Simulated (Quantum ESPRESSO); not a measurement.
# TiO2 (P4_2/mnm) in Quantum ESPRESSO: band structure with HCTH

Aim: the band structure of TiO2 with HCTH.

All numbers are computed with Quantum ESPRESSO 7.5; they aren't measurements. Logs are shortened: lines on timing, memory, paths and dates and some standing lists are left out, and cuts for length are marked.

**Measured values to compare with.**

From “Shallow Valence Band of Rutile GeO2 and P-type Doping”, 2020, arxiv:2011.08928, for a bulk crystal of TiO2 at 1.6 K: band gap 3.03 eV (direct).

How close the calculation comes is told below.

### Step 1. The structure

The structure is tetragonal, space group P4_2/mnm (No. 136). Conventional cell: a = 4.600 Å, b = 4.600 Å, c = 2.959 Å, α = 90.00°, β = 90.00°, γ = 90.00°. Around Ti (site symmetry mmm) lie 6 O at 1.95 to 1.98 Å. O (site symmetry m2m) is surrounded by 3 Ti at 1.95 to 1.98 Å.

The cell is a database's computed one.

### Step 2. Band structure, HCTH

The input, pw.in:

```
&CONTROL
  calculation = 'scf'
  prefix = 'pwscf'
  outdir = './tmp'
  pseudo_dir = './pseudo'
  tprnfor = .true.
  tstress = .true.
  disk_io = 'low'
/
&SYSTEM
  ibrav = 0
  nat = 6
  ntyp = 2
  ecutwfc = 84
  nbnd = 33
  input_dft = 'XC-000I-000I-162L-000I-000I-000I'
  occupations = 'smearing'
  smearing = 'fd'
  degauss = 0.00367493
/
&ELECTRONS
  conv_thr = 1.2d-09
  electron_maxstep = 120
  mixing_beta = 0.5
/
ATOMIC_SPECIES
Ti    47.8670 Ti.upf
O     15.9990 O.upf
CELL_PARAMETERS angstrom
   4.5998373239    0.0000000000    0.0000000000
   0.0000000000    4.5998373239    0.0000000000
   0.0000000000    0.0000000000    2.9592135600
ATOMIC_POSITIONS angstrom
Ti     0.0000000000    0.0000000000    1.4796067800
Ti     2.2999186620    2.2999186620    0.0000000000
O      1.3998285662    1.3998285662    1.4796067800
O      0.9000900958    3.6997472281    0.0000000000
O      3.6997472281    0.9000900958    0.0000000000
O      3.2000087577    3.2000087577    1.4796067800
K_POINTS automatic
6 6 9 0 0 0
```

The input, bands.in:

```
&CONTROL
  calculation = 'bands'
  prefix = 'pwscf'
  outdir = './tmp'
  pseudo_dir = './pseudo'
  disk_io = 'low'
  verbosity = 'high'
/
&SYSTEM
  ibrav = 0
  nat = 6
  ntyp = 2
  ecutwfc = 84
  nbnd = 33
  input_dft = 'XC-000I-000I-162L-000I-000I-000I'
  occupations = 'smearing'
  smearing = 'fd'
  degauss = 0.00367493
/
&ELECTRONS
  conv_thr = 1d-08
  electron_maxstep = 120
  mixing_beta = 0.5
  diago_full_acc = .true.
/
ATOMIC_SPECIES
Ti    47.8670 Ti.upf
O     15.9990 O.upf
CELL_PARAMETERS angstrom
   4.5998373239    0.0000000000    0.0000000000
   0.0000000000    4.5998373239    0.0000000000
   0.0000000000    0.0000000000    2.9592135600
ATOMIC_POSITIONS angstrom
Ti     0.0000000000    0.0000000000    1.4796067800
Ti     2.2999186620    2.2999186620    0.0000000000
O      1.3998285662    1.3998285662    1.4796067800
O      0.9000900958    3.6997472281    0.0000000000
O      3.6997472281    0.9000900958    0.0000000000
O      3.2000087577    3.2000087577    1.4796067800
K_POINTS crystal
60
 0.0000000000  0.0000000000  0.0000000000 1
 0.0000000000  0.1250000000  0.0000000000 1
 0.0000000000  0.2500000000  0.0000000000 1
 0.0000000000  0.3750000000  0.0000000000 1
 0.0000000000  0.5000000000  0.0000000000 1
 0.1250000000  0.5000000000  0.0000000000 1
 0.2500000000  0.5000000000  0.0000000000 1
 0.3750000000  0.5000000000  0.0000000000 1
 0.5000000000  0.5000000000  0.0000000000 1
 0.4285714286  0.4285714286  0.0000000000 1
 0.3571428571  0.3571428571  0.0000000000 1
 0.2857142857  0.2857142857  0.0000000000 1
 0.2142857143  0.2142857143  0.0000000000 1
 0.1428571429  0.1428571429  0.0000000000 1
 0.0714285714  0.0714285714  0.0000000000 1
 0.0000000000  0.0000000000  0.0000000000 1
 0.0000000000  0.0000000000  0.0625000000 1
 0.0000000000  0.0000000000  0.1250000000 1
 0.0000000000  0.0000000000  0.1875000000 1
 0.0000000000  0.0000000000  0.2500000000 1
 0.0000000000  0.0000000000  0.3125000000 1
 0.0000000000  0.0000000000  0.3750000000 1
 0.0000000000  0.0000000000  0.4375000000 1
 0.0000000000  0.0000000000  0.5000000000 1
 0.0000000000  0.1000000000  0.5000000000 1
 0.0000000000  0.2000000000  0.5000000000 1
 0.0000000000  0.3000000000  0.5000000000 1
 0.0000000000  0.4000000000  0.5000000000 1
 0.0000000000  0.5000000000  0.5000000000 1
 0.1000000000  0.5000000000  0.5000000000 1
 0.2000000000  0.5000000000  0.5000000000 1
 0.3000000000  0.5000000000  0.5000000000 1
 0.4000000000  0.5000000000  0.5000000000 1
 0.5000000000  0.5000000000  0.5000000000 1
 0.4285714286  0.4285714286  0.5000000000 1
 0.3571428571  0.3571428571  0.5000000000 1
 0.2857142857  0.2857142857  0.5000000000 1
 0.2142857143  0.2142857143  0.5000000000 1
 0.1428571429  0.1428571429  0.5000000000 1
 0.0714285714  0.0714285714  0.5000000000 1
 0.0000000000  0.0000000000  0.5000000000 1
 0.0000000000  0.5000000000  0.0000000000 1
 0.0000000000  0.5000000000  0.0555555556 1
 0.0000000000  0.5000000000  0.1111111111 1
 0.0000000000  0.5000000000  0.1666666667 1
 0.0000000000  0.5000000000  0.2222222222 1
 0.0000000000  0.5000000000  0.2777777778 1
 0.0000000000  0.5000000000  0.3333333333 1
 0.0000000000  0.5000000000  0.3888888889 1
 0.0000000000  0.5000000000  0.4444444444 1
 0.0000000000  0.5000000000  0.5000000000 1
 0.5000000000  0.5000000000  0.0000000000 1
 0.5000000000  0.5000000000  0.0625000000 1
 0.5000000000  0.5000000000  0.1250000000 1
 0.5000000000  0.5000000000  0.1875000000 1
 0.5000000000  0.5000000000  0.2500000000 1
 0.5000000000  0.5000000000  0.3125000000 1
 0.5000000000  0.5000000000  0.3750000000 1
 0.5000000000  0.5000000000  0.4375000000 1
 0.5000000000  0.5000000000  0.5000000000 1
```

Potentials or basis: PseudoDojo 0.4.1 SR PBE standard.

On the command line:

```
$ OMP_NUM_THREADS=1 pw.x -in pw.in > pw.out
$ OMP_NUM_THREADS=1 pw.x -in bands.in > bands.out
```

pw.out:

```text
This program is part of the open-source Quantum ESPRESSO suite
     for quantum simulation of materials; please cite
         "P. Giannozzi et al., J. Phys.:Condens. Matter 21 395502 (2009);
         "P. Giannozzi et al., J. Phys.:Condens. Matter 29 465901 (2017);
         "P. Giannozzi et al., J. Chem. Phys. 152 154105 (2020);
     in publications or presentations arising from this work. More details at

     IMPORTANT: XC functional enforced from input :
     Exchange-correlation= XC-000I-000I-162L-000I-000I-000I
                           (   0   0   0 162   0   0   0)
     Any further DFT definition will be discarded
     Please, verify this is what you really want

     Message from routine setup:
     using ibrav=0 with symmetry is DISCOURAGED, use correct ibrav instead

     G-vector sticks info
     --------------------
     sticks:   dense  smooth     PW     G-vecs:    dense   smooth      PW
     Sum        2025    2025    593                43961    43961    6889

     Using Slab Decomposition

     bravais-lattice index     =            0
     lattice parameter (alat)  =       8.6924  a.u.
     unit-cell volume          =     422.5303 (a.u.)^3
     number of atoms/cell      =            6
     number of atomic types    =            2
     number of electrons       =        48.00
     number of Kohn-Sham states=           33
     kinetic-energy cutoff     =      84.0000  Ry
     charge density cutoff     =     336.0000  Ry
     scf convergence threshold =      1.2E-09
     mixing beta               =       0.5000
     number of iterations used =            8  plain     mixing
     Exchange-correlation= XC-000I-000I-162L-000I-000I-000I
                           (   0   0   0 162   0   0   0)

     celldm(1)=   8.692433  celldm(2)=   0.000000  celldm(3)=   0.000000
     celldm(4)=   0.000000  celldm(5)=   0.000000  celldm(6)=   0.000000

     crystal axes: (cart. coord. in units of alat)
               a(1) = (   1.000000   0.000000   0.000000 )
               a(2) = (   0.000000   1.000000   0.000000 )
               a(3) = (   0.000000   0.000000   0.643330 )

     reciprocal axes: (cart. coord. in units 2 pi/alat)
               b(1) = (  1.000000  0.000000  0.000000 )
               b(2) = (  0.000000  1.000000  0.000000 )
               b(3) = (  0.000000  0.000000  1.554412 )

     PseudoPot. # 1 for Ti read from file:
     Ti.upf
     Pseudo is Norm-conserving + core correction, Zval = 12.0
     Generated using ONCVPSP code by D. R. Hamann
     Using radial grid of 1586 points,  6 beta functions with:
                l(1) =   0
                l(2) =   0
                l(3) =   1
                l(4) =   1
                l(5) =   2
                l(6) =   2

     PseudoPot. # 2 for O  read from file:
     O.upf
     Pseudo is Norm-conserving + core correction, Zval =  6.0
     Generated using ONCVPSP code by D. R. Hamann
     Using radial grid of  936 points,  5 beta functions with:
                l(1) =   0
                l(2) =   0
                l(3) =   1
                l(4) =   1
                l(5) =   2

     atomic species   valence    mass     pseudopotential
     Ti               12.00    47.86700     Ti( 1.00)
     O                 6.00    15.99900     O ( 1.00)

     16 Sym. Ops., with inversion, found ( 8 have fractional translation)

   Cartesian axes

     site n.     atom                  positions (alat units)
         1        Ti     tau(   1) = (   0.0000000   0.0000000   0.3216650  )
         2        Ti     tau(   2) = (   0.5000000   0.5000000   0.0000000  )
         3        O      tau(   3) = (   0.3043213   0.3043213   0.3216650  )
         4        O      tau(   4) = (   0.1956787   0.8043213   0.0000000  )
         5        O      tau(   5) = (   0.8043213   0.1956787   0.0000000  )
         6        O      tau(   6) = (   0.6956787   0.6956787   0.3216650  )

     number of k points=    50  Fermi-Dirac smearing, width (Ry)=  0.0037
                       cart. coord. in units 2pi/alat
        k(    1) = (   0.0000000   0.0000000   0.0000000), wk =   0.0061728
        k(    2) = (   0.0000000   0.0000000   0.1727125), wk =   0.0123457
        k(    3) = (   0.0000000   0.0000000   0.3454249), wk =   0.0123457
        k(    4) = (   0.0000000   0.0000000   0.5181374), wk =   0.0123457
        k(    5) = (   0.0000000   0.0000000   0.6908498), wk =   0.0123457
        k(    6) = (   0.0000000   0.1666667   0.0000000), wk =   0.0246914
[... 42 lines left out ...]
        k(   49) = (  -0.5000000  -0.5000000   0.5181374), wk =   0.0123457
        k(   50) = (  -0.5000000  -0.5000000   0.6908498), wk =   0.0123457

     Dense  grid:    43961 G-vectors     FFT dimensions: (  54,  54,  36)

     WARNING: libxc functional with ID  162 depends
      on external parameters: check the user_guide of
      QE if you need to modify them or to check their
      default values.

     Initial potential from superposition of free atoms

     starting charge      47.9968, renormalised to      48.0000
     Starting wfcs are   36 randomized atomic wfcs

     Self-consistent Calculation

     iteration #  1     ecut=    84.00 Ry     beta= 0.50
     Davidson diagonalization with overlap
     ethr =  1.00E-02,  avg # of iterations =  2.0

     total energy              =    -370.85769920 Ry
     estimated scf accuracy    <       3.14435674 Ry

     iteration #  2     ecut=    84.00 Ry     beta= 0.50
     Davidson diagonalization with overlap
     ethr =  6.55E-03,  avg # of iterations =  4.5
[... 92 lines left out ...]
     total energy              =    -372.10560403 Ry
     estimated scf accuracy    <          3.8E-09 Ry

     iteration # 16     ecut=    84.00 Ry     beta= 0.50
     Davidson diagonalization with overlap
     ethr =  7.85E-12,  avg # of iterations =  2.3

     End of self-consistent calculation

          k = 0.0000 0.0000 0.0000 (  5521 PWs)   bands (ev):

   -48.3370 -48.3211 -24.6096 -24.6096 -24.4550 -24.4550 -24.4166 -24.3850
    -9.2351  -8.1216  -7.4091  -7.4091   3.2289   3.5560   4.1342   5.0464
     5.0464   6.3619   6.3619   6.8835   8.1125   8.3699   8.3699   8.8340
    10.6863  11.0006  11.2021  11.2852  11.2852  13.1211  13.2798  15.2752
    15.2752

          k = 0.0000 0.0000 0.1727 (  5489 PWs)   bands (ev):
[... 385 lines left out ...]
   -48.2918 -48.2918 -24.8100 -24.8100 -24.4865 -24.4865 -24.4553 -24.4553
    -7.9826  -7.9826  -7.7569  -7.7569   4.2980   4.2980   4.4153   4.4153
     5.3417   5.3417   6.1585   6.1585   7.5539   7.5539   8.1305   8.1305
    11.4531  11.4531  11.9369  11.9369  11.9855  11.9855  14.6388  14.6388
    14.6812

     the Fermi energy is     9.7387 ev

!    total energy              =    -372.10560403 Ry
     estimated scf accuracy    <          7.6E-12 Ry
     smearing contrib. (-TS)   =      -0.00000000 Ry
     internal energy E=F+TS    =    -372.10560403 Ry

     The total energy is F=E-TS. E is the sum of the following terms:
     one-electron contribution =    -124.46248534 Ry
     hartree contribution      =      86.77154590 Ry
     xc contribution           =     -70.32703737 Ry
     ewald contribution        =    -264.08762723 Ry

     convergence has been achieved in  16 iterations

     Forces acting on atoms (cartesian axes, Ry/au):

     atom    1 type  1   force =     0.00000000    0.00000000   -0.00000000
     atom    2 type  1   force =     0.00000000    0.00000000    0.00000000
     atom    3 type  2   force =     0.00386190    0.00386190    0.00000000
     atom    4 type  2   force =    -0.00386190    0.00386190    0.00000000
     atom    5 type  2   force =     0.00386190   -0.00386190    0.00000000
     atom    6 type  2   force =    -0.00386190   -0.00386190    0.00000000

     Total force =     0.010923     Total SCF correction =     0.000002

     Computing stress (Cartesian axis) and pressure

          total   stress  (Ry/bohr**3)                   (kbar)     P=       30.98
   0.00025164   0.00000000   0.00000000           37.02        0.00        0.00
   0.00000000   0.00025164   0.00000000            0.00       37.02        0.00
   0.00000000   0.00000000   0.00012842            0.00        0.00       18.89

=------------------------------------------------------------------------------=
   JOB DONE.
=------------------------------------------------------------------------------=
```

Wall time 4.5 min (1 thread of Intel Xeon at 2.80GHz (Skylake/Cascade Lake), shared host); peak memory 0.22 GiB.

What came out:

```yaml
Free_energy: -5062.7547 eV
Pressure: 3.1 GPa
Largest_force: 0.140 eV/Å
Band_gap_on_the_k_mesh: 1.85 eV, direct
Band_gap_along_the_path: 1.85 eV, direct
```

Forces on the atoms (eV/Å):
```
Ti   0.000  0.000  0.000
Ti   0.000  0.000  0.000
O    0.099  0.099  0.000
O   -0.099  0.099  0.000
O    0.099 -0.099  0.000
O   -0.099 -0.099  0.000
```

Levels at the corners of the path, in eV from the valence-band top:
```tsv
point	band 20	band 21	band 22	band 23	band 24	band 25	band 26	band 27	band 28	band 29
Γ	-1.95	-0.72	-0.46	-0.46	0.00	1.85	2.17	2.37	2.45	2.45
X	-3.00	-1.63	-1.63	-0.70	-0.70	2.51	2.51	2.95	2.95	3.49
M	-2.11	-1.30	-1.30	-1.07	-1.07	1.89	1.89	2.47	2.47	3.74
Γ	-1.95	-0.72	-0.46	-0.46	0.00	1.85	2.17	2.37	2.45	2.45
Z	-2.76	-2.24	-2.24	-1.39	-1.39	2.91	2.91	3.09	3.09	3.58
R	-2.31	-1.98	-1.98	-1.00	-1.00	1.93	1.93	3.11	3.11	3.81
A	-2.73	-1.25	-1.25	-0.67	-0.67	2.58	2.58	3.13	3.13	3.17
Z	-2.76	-2.24	-2.24	-1.39	-1.39	2.91	2.91	3.09	3.09	3.58
X	-3.00	-1.63	-1.63	-0.70	-0.70	2.51	2.51	2.95	2.95	3.49
R	-2.31	-1.98	-1.98	-1.00	-1.00	1.93	1.93	3.11	3.11	3.81
M	-2.11	-1.30	-1.30	-1.07	-1.07	1.89	1.89	2.47	2.47	3.74
A	-2.73	-1.25	-1.25	-0.67	-0.67	2.58	2.58	3.13	3.13	3.17
```

Caveat: the potentials were made for another functional, which shifts forces and pressure.

### Step 3. Comparison with measurements

Step 2. A measured gap of TiO2 is 3.03 eV (direct; 1.6 K; quoted in “Shallow Valence Band of Rutile GeO2 and P-type Doping”, 2020, arxiv:2011.08928); the calculated 1.85 eV misses it by -1.18 eV. 2 values of this kind are on record in papers (3.03 to 3.05 eV); this one was drawn at random among those near their median. The value is that of HCTH, without temperature or zero-point motion. The cell is a database's relaxed one, not the measured one, which moves gaps too.
